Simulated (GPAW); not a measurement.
**PbO2: single point with PBE**

PbO2:

```
CELL_PARAMETERS angstrom
0.00000 2.70199 2.70199
2.70199 0.00000 2.70199
2.70199 2.70199 0.00000
ATOMIC_POSITIONS crystal
Pb 0.00000 0.00000 0.00000
O 0.75000 0.75000 0.75000
O 0.25000 0.25000 0.25000
```

The cell comes from a database or a generator and needn't be the stable form of this composition.

- Program: GPAW 26.7.0
- Task: single point
- Functional: PBE
- Potentials or basis: PAW data sets generated in the run's folder for this functional
- Cutoff: 600 eV
- Basis: pw
- k mesh: 7 × 7 × 7
- Occupations: fermi-dirac, width 0.05 eV
- Spin: no spin polarisation

```yaml
Pressure: -5.7 GPa
Band_gap_on_the_k_mesh: none (metal or under the smearing width)
```

Levels at points of the mesh, in eV from the Fermi level:
```csv
k point,band 9,band 10,band 11,band 12,band 13,band 14,band 15,band 16,band 17,band 18
"(0.00, 0.00, 0.00)",-2.01,-2.01,-2.01,-1.25,-1.25,-1.25,6.93,6.93,6.93,11.78
```

Wall time 21 s on 1 thread of Arm Neoverse V1, on a shared host, peak memory 0.15 GiB.

Caveat: the cutoff is short for stress and forces, so pressures can be off by a GPa or more. Spin-orbit coupling is left out, which matters for the levels of Pb.
